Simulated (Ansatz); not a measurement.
## Zone-centre phonons of SnO at 7 GPa: input and output

These are results of Ansatz, DFT PBEsol, scalar-relativistic, plane waves, PAW, not measurements.

Launched with:
```bash
ansatz run input.yaml --threads 1 --pin off --max-ram 3072MiB --backend cpu --events-out ev --progress --plain --runs-dir out
```

Input (bare energies are in eV):
```yaml
crystal:
  lattice:
    - [3.7160295289, 0.0, 0.0]
    - [0.0, 3.7160295289, 0.0]
    - [0.0, 0.0, 4.3690863263]
  atoms:
    - { symbol: Sn, position: [0.0, 0.5, 0.2656936372] }
    - { symbol: Sn, position: [0.5, 0.0, 0.7343063628] }
    - { symbol: O, position: [0.0, 0.0, 0.0] }
    - { symbol: O, position: [0.5, 0.5, 0.0] }
basis:
  ecutwfc: 420
kpoints:
  mp_grid: { grid: [12, 12, 10] }
hamiltonian:
  xc: pbesol
scf:
  occupations: { method: fermi_dirac, width: 0.15 }
output:
  eigenvalues: true
phonons:
  method: dfpt
  eigenvectors: true
```

The end of the output:
```
--- Phonons (Γ-DFPT): 4 representative perturbations + reference, on 294 of 1440 k-points (Σ response iterations 12) ---
  k mesh reduced under 4 symmetry operations, with k and −k counted as one. Each operation leaves every solved displacement unchanged or reverses it
  ASR residual: 1.278e-4 → 0.000e0 eV/Å²; symmetrization residual: 2.612e-6 eV/Å²
  ASR residual per site (eV/Å²): 6.12e-6 6.12e-6 1.28e-4 1.28e-4
  Γ frequencies (cm⁻¹): 0.00 0.00 0.00 129.13 129.13 221.25 302.99 302.99 366.81 375.20 507.72 507.72
  non-analytic LO–TO correction: not included (Born effective charges unavailable; polar crystals: no LO–TO splitting at Γ)
```

The run took 2.2 min on 1 thread of Intel(R) Xeon(R) Platinum 8488C (Sapphire Rapids) (shared host), peak memory 1.7 GiB.

In a metal, frequencies and elastic constants depend on the k mesh and the smearing, soft modes and shear constants most. Spin–orbit coupling is left out, which matters for heavy elements. A semilocal functional can close a gap that the real compound has.